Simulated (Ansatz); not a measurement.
# SiC (F-43m): energy and pressure against volume

An exercise on one series of results from a longer session: the logs are not shown, and one member is left open.

Method: DFT PBEsol, scalar-relativistic, plane waves, PAW, in Ansatz 0.2.0.

### The structure to begin with

Symmetry: F-43m, No. 216, cubic system. Conventional cell: a = 4.357 Å, b = 4.357 Å, c = 4.357 Å, α = 90.00°, β = 90.00°, γ = 90.00°. Around Si (site symmetry -43m) lie 4 C at 1.89 Å. C (site symmetry -43m) is surrounded by 4 Si at 1.89 Å.

Coordinates:

```
Si C
1.0
     0.00000    2.17841    2.17841
     2.17841    0.00000    2.17841
     2.17841    2.17841    0.00000
Si C
1 1
Cartesian
  0.0000 0.0000 0.0000
  1.0892 1.0892 1.0892
```

This cell comes from an earlier session at PBEsol: 10.338 Å³/atom at 0.00 GPa, on a 18×18×18 mesh.

The first run:

File input.yaml:

```yaml
crystal:
  lattice:
    - [0.0, 2.1489640121, 2.1489640121]
    - [2.1489640121, 0.0, 2.1489640121]
    - [2.1489640121, 2.1489640121, 0.0]
  atoms:
    - { symbol: Si, position: [0.0, 0.0, 0.0] }
    - { symbol: C, position: [0.25, 0.25, 0.25] }
basis:
  ecutwfc: 420
  ecutrho_ratio: 4
kpoints:
  mp_grid: { grid: [18, 18, 18] }
hamiltonian:
  xc: pbesol
scf:
  occupations: { method: gaussian, width: 0.05 }
output:
  forces: true
  stress: true
  eigenvalues: true
```

The run is started by

```console
> ansatz run input.yaml --threads 1 --pin off --max-ram 2560MiB --backend cpu --events-out ev --progress --plain --runs-dir out
```

Steps of the session up to this table: Volume × 0.96; Volume × 1.04; Volume × 0.92; Volume × 0.88; Volume × 0.84; Volume × 0.8; Volume × 0.76; Volume × 0.72; Volume × 0.68; Volume × 0.64.

One of the session's tables, all rows but one given; the rest of the session is left out.

| volume (Å³/atom) | energy above the lowest (meV/atom) | pressure (GPa) | gap on the mesh (eV) |
| --- | --- | --- | --- |
| 6.616 | 1856.3 | 226.8 | 0.71 |
| 7.030 | 1339.4 | 175.7 | 0.80 |
| 7.443 | ? | ? | ? |
| 7.857 | 636.1 | 102.1 | 0.95 |
| 8.270 | 408.0 | 75.5 | 1.01 |
| 8.684 | 242.0 | 53.9 | 1.07 |
| 9.097 | 126.5 | 36.2 | 1.12 |
| 9.511 | 52.4 | 21.7 | 1.16 |
| 9.924 | 12.2 | 9.8 | 1.21 |
| 10.338 | 0.0 | 0.0 | 1.24 |
| 10.751 | 10.7 | -8.1 | 1.28 |

Q: Estimate the row for volume (Å³/atom) = 7.443 from the others.

Worked estimate for «energy above the lowest (meV/atom)». A straight line through the neighbours (7.030, 1339.4) and (7.857, 636.1) gives 1339.4 + (636.1 − 1339.4) × (7.443 − 7.030) / (7.857 − 7.030) = 988.2; a parabola fitted to 4 rows on both sides gives 940.2.

As computed: energy above the lowest (meV/atom): 940.5; pressure (GPa): 134.9; gap on the mesh (eV): 0.88. In «energy above the lowest (meV/atom)» the line misses by +47.7 and the parabola by -0.3.

Caveats from the session: Other structures may be lower in enthalpy at these pressures.
